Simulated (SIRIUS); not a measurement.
Runs of SIRIUS 7.10.0 on In. The cell holds a slab with vacuum, 3 atoms: a = 3.335 Å, b = 3.335 Å, c = 20.509 Å, α = 90.00°, β = 90.00°, γ = 120.00°. 

| level | gap on the mesh (eV) | largest force (eV/Å) |
| --- | --- | --- |
| B97-D | none | 0.50 |
| LDA | none | - |
| PW91 | none | 0.26 |
| PBEsol | none | 0.09 |
| AM05 | none | 0.10 |
| BLYP | none | 0.48 |
| B86bPBE | none | (a) |
| PBE | none | 0.26 |
| RPBE | none | 0.35 |
| revPBE | none | (b) |

Alike in all rows: task single point; potentials or basis PseudoDojo 0.4.1 PBE standard (scalar relativistic); no spin polarisation; cell as given; k mesh 5 × 5 × 1; cutoff (eV) 960; smearing fermi-dirac 0.05 eV; the mesh is coarse, so values aren't converged.

Task: Fill in the values left out.

Result: (a) 0.29; (b) 0.33.

Caveats: all runs use coarse meshes; the potentials were made for another functional, which shifts forces and pressure (some runs).

A k mesh can miss the band edges, and the runs leave out spin-orbit coupling on In.

A gap of «none» marks a metal or a gap under the smearing width.

Not every run made on this cell is shown here.
